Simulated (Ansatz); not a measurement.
The system is Be.

```
Be
1.0
     2.28530    0.00000    0.00000
    -1.14265    1.97913    0.00000
     0.00000    0.00000    3.58420
Be
2
Direct
  0.66667 0.33333 0.75000
  0.33333 0.66667 0.25000
```

```yaml
Program: Ansatz 0.2.0
Task: relaxation of cell and atoms
Functional: PBEsol
Potentials_or_basis: all-electron LAPW, scalar-relativistic
Basis_error_allowed: 0.001 eV/atom
k_mesh: 13 × 13 × 8
Occupations: fermi-dirac, width 0.05 eV
Spin: no spin polarisation
```

At the start: volume 8.11 Å³/atom.

Task: Where does the relaxation end?

Result: Over 6 steps the energy falls by 3.4 meV/atom and the volume is 7.84 Å³/atom (-3.3 %); space group P6_3/mmc (No. 194, to 0.05 Å).

The path:
| step | energy change (eV) | largest force (eV/Å) | volume (Å³) |
| --- | --- | --- | --- |
| 1 | 0.0000 | 0.0000 | 16.21 |
| 2 | -0.0055 | 0.0000 | 15.90 |
| 3 | -0.0067 | 0.0000 | 15.67 |
| 4 | -0.0067 | 0.0000 | 15.68 |
| 5 | -0.0067 | 0.0000 | 15.68 |
| 6 | -0.0067 | 0.0000 | 15.68 |

Final structure:
```yaml
crystal:
  lattice:
    - [2.26065, 0.00000, 0.00000]
    - [-1.13032, 1.95778, 0.00000]
    - [0.00000, 0.00000, 3.54251]
  atoms:
    - { symbol: Be, position: [0.66667, 0.33333, 0.75000] }
    - { symbol: Be, position: [0.33333, 0.66667, 0.25000] }
```
